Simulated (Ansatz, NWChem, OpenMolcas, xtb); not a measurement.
## Redistribution: C2H3BrO + C3H8O → C2H4O2 + C3H7Br

Species: C2H3BrO (acetyl bromide) `CC(=O)Br`, singlet; C3H8O (1-propanol) `CCCO`, singlet; C2H4O2 (acetic acid) `CC(=O)O`, singlet; C3H7Br (1-bromopropane) `CCCBr`, singlet. The partners trade Br for OH; both sit on C, so the bond types are kept.

Shapes, held fixed at every level: PBE0-D4/def2-TZVP. Flexible molecules stand in one conformer, not always the lowest. Programs: Ansatz 0.2.0, NWChem 7.3.0, OpenMolcas 26.06, xtb 6.7.1. A level may come from different programs for different species; with the same settings they agree closely. Electronic energies: no zero-point or thermal term.

Q: Estimate ΔE of this reaction.

A: The highest level, CCSD(T)/def2-TZVPP, gives ΔE = -76.9 kJ/mol; the levels span -80.4 to -52.4. The column of differences is taken from that level and isn't an error. No measured value is set beside it here. Relativity is left out for Br unless named. Correlated rows may include outer-core shells of Br, which these sets cover unevenly.

```csv
level,kind,ΔE (kJ/mol),less CCSD(T)/def2-TZVPP
GFN0-xTB,semi-empirical,-52.4,+24.5
B3LYP/6-31G* (spherical functions),global hybrid,-74.4,+2.5
B3LYP-D4/def2-TZVPP,global hybrid,-70.3,+6.6
PBE0-D4/def2-TZVPP,global hybrid,-76.1,+0.8
wB97X-V/def2-TZVPP,range-separated hybrid,-80.4,-3.5
MP2/def2-TZVPP,perturbation theory,-77.6,-0.7
CCSD/def2-TZVPP,coupled cluster or CI,-79.9,-3.0
CCSD(T)/def2-TZVPP,coupled cluster or CI,-76.9,0.0
```
